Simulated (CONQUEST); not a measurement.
Crystal: TiO2.

```
Ti O
1.0
     2.95921    0.00000    0.00000
     0.00000    4.59984    0.00000
     0.00000    0.00000    4.59984
Ti O
2 4
Direct
  0.50000 0.00000 0.00000
  0.00000 0.50000 0.50000
  0.50000 0.30432 0.69568
  0.00000 0.80432 0.80432
  0.00000 0.19568 0.19568
  0.50000 0.69568 0.30432
```

The cell is a database's computed one.

* Program: CONQUEST 1.3
* Task: single point
* Functional: PBEsol
* Potentials or basis: PseudoDojo NC PBEsol, DZP, grid cutoff 150 Ha
* k mesh: 9 × 6 × 6
* Occupations: fermi-dirac, width 0.05 eV
* Spin: no spin polarisation

On this cell: pressure -0.9 GPa; largest force 0.049 eV/Å; band gap on the k mesh 1.70 eV, direct.

The same run follows on a disturbed copy (atoms moved at random, drawn with an rms of 0.05 Å):

```
Ti O
1.0
     2.95921    0.00000    0.00000
     0.00000    4.59984    0.00000
     0.00000    0.00000    4.59984
Ti O
2 4
Direct
  0.49742 0.00757 0.00715
  0.99653 0.51062 0.50813
  0.49639 0.30354 0.69346
  0.00486 0.80785 0.81073
  0.00703 0.19416 0.20449
  0.50990 0.70567 0.30090
```

What does the disturbed cell give?

The energy moves by +6.7 meV/atom; pressure -0.9 GPa; largest force 0.941 eV/Å; band gap on the k mesh 1.63 eV, indirect (least direct gap 1.66 eV).

Forces in eV/Å, atoms in the order of the input:
```
Ti   0.020  0.110  0.029
Ti  -0.033 -0.083 -0.062
O    0.235  0.469 -0.101
O    0.026 -0.210 -0.305
O   -0.064  0.343 -0.216
O   -0.129 -0.685  0.633
```

Stress tensor (GPa, compression positive):
```
-1.35 -0.57  0.28
-0.57 -0.69 -0.09
 0.28 -0.09 -0.59
```

The forces don't sum to zero, so they hold noise of the program's grid.

Caveats: an odd mesh through Γ misses points on the zone boundary, where band edges often lie; the basis of atomic orbitals isn't converged, which shifts pressures, moduli and gaps.
